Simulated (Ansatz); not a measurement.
Here is an Ansatz 0.2.0 calculation.

File input.yaml:

```yaml
crystal:
  lattice:
    - [3.6913825498, 0.0, 0.0]
    - [-1.8456912749, 3.1968310632, 0.0]
    - [0.0, 0.0, 6.04107701]
  atoms:
    - { symbol: Zr, position: [0.0, 0.0, 0.0] }
    - { symbol: S, position: [0.3333333333, 0.6666666667, 0.23790997] }
    - { symbol: S, position: [0.6666666667, 0.3333333333, 0.76209003] }
hamiltonian:
  xc: revpbe
  pseudopotentials: { kind: paw }
  dispersion: d3bj
kpoints:
  mp_grid: { grid: [8, 8, 5] }
scf:
  occupations: { method: fermi_dirac, width: 0.05 }
output:
  forces: true
  stress: true
relax:
  f_tol: 0.01
  max_steps: 40
  cell: { stress_tol: 0.05 }
```

Potentials or basis: Ansatz PAW.

Run with:

```bash
$ ansatz run input.yaml --threads 2 --pin off --max-ram 5632MiB --backend cpu --events-out ev --progress --plain --runs-dir out
```

Q: What does it give for the space group after relaxing (to 0.05 Å)?

A: P-3m1 (No. 164).

Q: What does it give for the relaxed cell?

A: a = 3.612 Å, b = 3.612 Å, c = 5.572 Å, α = 90.00°, β = 90.00°, γ = 120.00°.

Q: Estimate the relaxed volume.

A: 20.98 Å³/atom.

Final structure:
```
Zr S
1.0
     3.61197    0.00000    0.00000
    -1.80598    3.12806    0.00000
     0.00000    0.00000    5.57190
Zr S
1 2
Direct
  0.00000 0.00000 0.00000
  0.33333 0.66667 0.26328
  0.66667 0.33333 0.73672
```

Caveat: the PAW data sets come from PBE, with cores solved anew for the run's functional, which leaves a small shift of forces and pressure.
